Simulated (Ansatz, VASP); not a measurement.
## Mn3Sb: VASP beside Ansatz

INCAR

```
SYSTEM = Mn3Sb
ALGO = Normal
EDIFF = 1E-7
ENCUT = 520
GGA = PS
ISIF = 2
ISMEAR = -1
ISPIN = 2
LASPH = .True.
LCHARG = .False.
LMAXMIX = 4
LORBIT = 11
LREAL = .False.
LWAVE = .False.
MAGMOM = 2.8 2.8 2.8 0
NBANDS = 34
NELM = 150
PREC = Accurate
SIGMA = 0.1
```

File KPOINTS:

```
k-points
0
Gamma
  7 7 7
  0 0 0
```

POSCAR

```
Mn3Sb
1.0
    0.0000000000      2.9941220000      2.9941220000
    2.9941220000      0.0000000000      2.9941220000
    2.9941220000      2.9941220000      0.0000000000
Mn Sb
3 1
Direct
    0.7500000000      0.7500000000      0.7500000000
    0.2500000000      0.2500000000      0.2500000000
    0.0000000000      0.0000000000      0.0000000000
    0.5000000000      0.5000000000      0.5000000000
```

Input for Ansatz:

```yaml
crystal:
  lattice:
    - [0.0, 2.994122, 2.994122]
    - [2.994122, 0.0, 2.994122]
    - [2.994122, 2.994122, 0.0]
  atoms:
    - { symbol: Mn, position: [0.7500000000000001, 0.7500000000000001, 0.7500000000000001], spin: 2.8 }
    - { symbol: Mn, position: [0.25, 0.25, 0.25], spin: 2.8 }
    - { symbol: Mn, position: [0.0, 0.0, 0.0], spin: 2.8 }
    - { symbol: Sb, position: [0.5, 0.5, 0.5], spin: 0.0 }
basis:
  ecutwfc: 450.0
kpoints:
  mp_grid:
    grid: [7, 7, 7]
hamiltonian:
  xc: pbesol
magnetization:
  spin_polarized: true
scf:
  occupations:
    method: fermi_dirac
output:
  stress: true
```

The cell comes from a database or a generator and needn't be the stable form of this composition.

Alike in both runs: task single point; functional PBEsol; k mesh 7 × 7 × 7; collinear spin.

|  | VASP | Ansatz |
| --- | --- | --- |
| version | VASP 6.6.1 | Ansatz 0.2.0 |
| potentials or method | VASP PAW PBE potentials, release 64 (Mn_pv, Sb) | plane waves, PAW |
| plane-wave cutoff (eV) | 520 | 450 |
| occupations | fermi-dirac, width 0.1 eV | fermi-dirac |
| valence electrons in the cell | 44 | 60 |

```csv
,VASP,Ansatz,Ansatz less VASP
pressure (GPa),-8.3,-8.5,-0.29
net moment per atom (μB),0.51,0.51,0.000
size of the moment on the site where the two differ most (μB),2.87,2.83,-0.043
```

Site moments also hang on the region over which each program counts them. The two sets of potentials don't hold the same shells in valence. Ansatz warned: «seeded_moment_not_kept».

Caveats: the PAW data sets were made with another functional, which shifts forces and pressure a little (VASP). Spin-orbit coupling is left out, which matters for the levels of Sb.
